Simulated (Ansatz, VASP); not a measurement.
## Au in VASP and in Ansatz

The input INCAR:

```
SYSTEM = Au
PREC = Accurate ; ENCUT = 520
EDIFF = 1E-6 ; ISMEAR = -1
SIGMA = 0.1 ; LREAL = .False.
LASPH = .True. ; NELM = 100
ALGO = Normal ; ISIF = 2
LWAVE = .False. ; LCHARG = .True.
GGA = RP ; LELF = .True.
LVHAR = .True. ; NBANDS = 12
```

KPOINTS

```
regular mesh
0
Gamma
  13 13 13
  0 0 0
```

File POSCAR:

```
Au
1.0
    2.6631433499      0.0000000000      0.0000000000
    0.0000000000      2.6631433499      0.0000000000
    0.0000000000      0.0000000000      2.6631433499
Au
1
Direct
    0.0000000000      0.0000000000      0.0000000000
```

Input for Ansatz:

```yaml
crystal:
  lattice:
    - [2.6631433499, 0.0, 0.0]
    - [0.0, 2.6631433499, 0.0]
    - [0.0, 0.0, 2.6631433499]
  atoms:
    - { symbol: Au, position: [0.0, 0.0, 0.0] }
hamiltonian:
  xc: rpbe
  pseudopotentials:
    kind: paw
    azcp:
      Au: "pseudopotentials/Au.paw.azcp"
basis:
  ecutwfc: 420
  fft_grid_basis: typed
kpoints:
  mp_grid: { grid: [13, 13, 13], shift: [0, 0, 0] }
magnetization:
  spin_polarized: false
scf:
  occupations: { method: fermi_dirac, width: 0.1 }
  lower_state_search: "off"
output:
  stress: true
```

Alike in both runs: task single point; functional RPBE; k mesh 13 × 13 × 13; occupations fermi-dirac, width 0.1 eV; no spin polarisation.

|  | VASP | Ansatz |
| --- | --- | --- |
| version | VASP 6.6.1 | Ansatz 0.2.0 |
| potentials or method | VASP PAW PBE potentials, release 64 (Au) | plane waves (420 eV) with PAW, scalar-relativistic |
| plane-wave cutoff (eV) | 520 | 420 |
| valence electrons in the cell | 11 | 19 |

Ansatz gave:

- pressure (GPa): 16.6

Problem. Estimate VASP's values.

Solution. Pressure (GPa): 16.4.

The two sets of potentials don't hold the same shells in valence.

Caveats: so large a pressure means that the cell lies far from this level's equilibrium, or that cutoff or potentials fall short (VASP); the potentials were made for another functional, which shifts forces and pressure (VASP). Spin-orbit coupling is left out, which matters for the levels of Au.
